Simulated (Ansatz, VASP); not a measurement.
Zn3H: VASP beside Ansatz

File INCAR:

```
SYSTEM = Zn3H
  PREC = Accurate
  ENCUT = 520
  EDIFF = 1E-7
  ISMEAR = -1
  SIGMA = 0.05
  LREAL = .False.
  LASPH = .True.
  NELM = 60
  ALGO = Normal
  ISIF = 2
  LWAVE = .False.
  LCHARG = .False.
  GGA = PE
  NBANDS = 26
```

The input KPOINTS:

```
Automatic mesh
0
Gamma
  6 6 6
  0 0 0
```

File POSCAR:

```
Zn3H
1.0
    0.0000000000      2.9965800000      2.9965800000
    2.9965800000      0.0000000000      2.9965800000
    2.9965800000      2.9965800000      0.0000000000
Zn H
3 1
Direct
    0.5000000000      0.5000000000      0.5000000000
    0.2500000000      0.2500000000      0.2500000000
    0.7500000000      0.7500000000      0.7500000000
    0.0000000000      0.0000000000      0.0000000000
```

The input KPOINTS_OPT:

```
path GXWKGLUWLK,UX
10
line-mode
reciprocal
 0.0000000000  0.0000000000  0.0000000000  G
 0.5000000000  0.0000000000  0.5000000000  X

 0.5000000000  0.0000000000  0.5000000000  X
 0.5000000000  0.2500000000  0.7500000000  W

 0.5000000000  0.2500000000  0.7500000000  W
 0.3750000000  0.3750000000  0.7500000000  K

 0.3750000000  0.3750000000  0.7500000000  K
 0.0000000000  0.0000000000  0.0000000000  G

 0.0000000000  0.0000000000  0.0000000000  G
 0.5000000000  0.5000000000  0.5000000000  L

 0.5000000000  0.5000000000  0.5000000000  L
 0.6250000000  0.2500000000  0.6250000000  U

 0.6250000000  0.2500000000  0.6250000000  U
 0.5000000000  0.2500000000  0.7500000000  W

 0.5000000000  0.2500000000  0.7500000000  W
 0.5000000000  0.5000000000  0.5000000000  L

 0.5000000000  0.5000000000  0.5000000000  L
 0.3750000000  0.3750000000  0.7500000000  K

 0.6250000000  0.2500000000  0.6250000000  U
 0.5000000000  0.0000000000  0.5000000000  X
```

The input input.yaml:

```yaml
crystal:
  lattice:
    - [0.0, 2.99658, 2.99658]
    - [2.99658, 0.0, 2.99658]
    - [2.99658, 2.99658, 0.0]
  atoms:
    - { symbol: Zn, position: [0.5, 0.5, 0.5] }
    - { symbol: Zn, position: [0.25, 0.25, 0.25] }
    - { symbol: Zn, position: [0.75, 0.75, 0.75] }
    - { symbol: H, position: [0.0, 0.0, 0.0] }
hamiltonian:
  xc: pbe
  pseudopotentials: { kind: paw }
kpoints:
  mp_grid: { grid: [6, 6, 6] }
  band_path:
    path:
      - [[0.0, 0.0, 0.0], [0.5, 0.0, 0.5], [0.5, 0.25, 0.75], [0.375, 0.375, 0.75], [0.0, 0.0, 0.0], [0.5, 0.5, 0.5], [0.625, 0.25, 0.625], [0.5, 0.25, 0.75], [0.5, 0.5, 0.5], [0.375, 0.375, 0.75]]
      - [[0.625, 0.25, 0.625], [0.5, 0.0, 0.5]]
    npoints: 14
scf:
  occupations: { method: fermi_dirac, width: 0.05 }
  n_extra_bands: 10
output:
  forces: true
  stress: true
  eigenvalues: true
  fatbands: false
  write_density: true
  write_potential: true
  elf: true
  volumetric_format: npy
```

The cell was built by a generator and needn't be a form met in nature.

Alike in both runs: task band structure; functional PBE; k mesh 6 × 6 × 6; occupations fermi-dirac, width 0.05 eV; no spin polarisation.

|  | VASP | Ansatz |
| --- | --- | --- |
| version | VASP 6.6.1 | Ansatz 0.2.0 |
| potentials or method | VASP PAW PBE potentials, release 64 (Zn, H) | Ansatz PAW |
| plane-wave cutoff (eV) | 520 | 420 |
| valence electrons in the cell | 37 | 37 |

```tsv
	VASP	Ansatz	Ansatz less VASP
gap on the k mesh at the Fermi level (eV)	none	none	-
pressure (GPa)	0.3	0.0	-0.28
```

A gap of «none» marks a metal or a gap that the smearing closes.
